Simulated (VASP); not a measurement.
Set up this calculation in VASP 6.6.1, as the native input.

```
Task                   : relaxation of cell and atoms
Functional             : LDA
Potentials or basis    : VASP PAW LDA potentials, release 64 (Hf_pv, S)
Cutoff                 : 520 eV
k mesh                 : 12 × 12 × 6
Occupations            : gaussian, width 0.02 eV
Spin                   : no spin polarisation
Further INCAR settings : ALGO = Normal; EDIFF = 1e-07; IBRION = 2; EDIFFG = -0.002; NSW = 80; ISIF = 3
```

The structure of HfS2 lies in POSCAR:

```
HfS2                                    
1.0
    3.5537266204     -0.0000000000     -0.0000000000
   -1.7768633102      3.0776175303      0.0000000000
    0.0000000000      0.0000000000      5.6788068257
  Hf              S             
     1     2
Direct
     0.0000000000000000    0.0000000000000000    0.0000000000000000
     0.6666666699999979    0.3333333300000021    0.7456265838909872
     0.3333333300000021    0.6666666699999979    0.2543734161090129
```

The cell is a database's computed one.

These files were run (other wordings do the same):

INCAR

```
PREC = Accurate
ENCUT = 520
EDIFF = 1E-7
ISMEAR = 0
SIGMA = 0.02
LREAL = False
LASPH = True
NELM = 60
ALGO = Normal
ISIF = 3
LWAVE = False
LCHARG = False
IBRION = 2
NSW = 80
EDIFFG = -0.002
```

KPOINTS

```
regular mesh
0
Gamma
  12 12 6
```

Potentials or basis: VASP PAW LDA potentials, release 64 (Hf_pv, S).

The run is started by

```console
$ cat potpaw_LDA.64/Hf_pv/POTCAR potpaw_LDA.64/S/POTCAR > POTCAR
$ mpirun -np 1 vasp_std > vasp.out
```

Results of the run:

The relaxed volume is 20.70 Å³/atom and the relaxed cell is a = 3.554 Å, b = 3.554 Å, c = 5.678 Å, α = 90.00°, β = 90.00°, γ = 120.00°. The space group after relaxing (to 0.05 Å) is P-3m1 (No. 164). The energy gained by relaxing is 0.0 meV/atom and the ionic steps are 3. The pressure after relaxing is 0.0 GPa and the band gap on the k mesh is 0.61 eV, indirect (least direct gap 1.57 eV).

Caveat: spin-orbit coupling is left out, which moves the levels of the heavy elements.

Run time: 54 s on 1 thread of Intel(R) Xeon(R) 6975P-C (Granite Rapids) (shared host), peak memory 0.22 GiB.
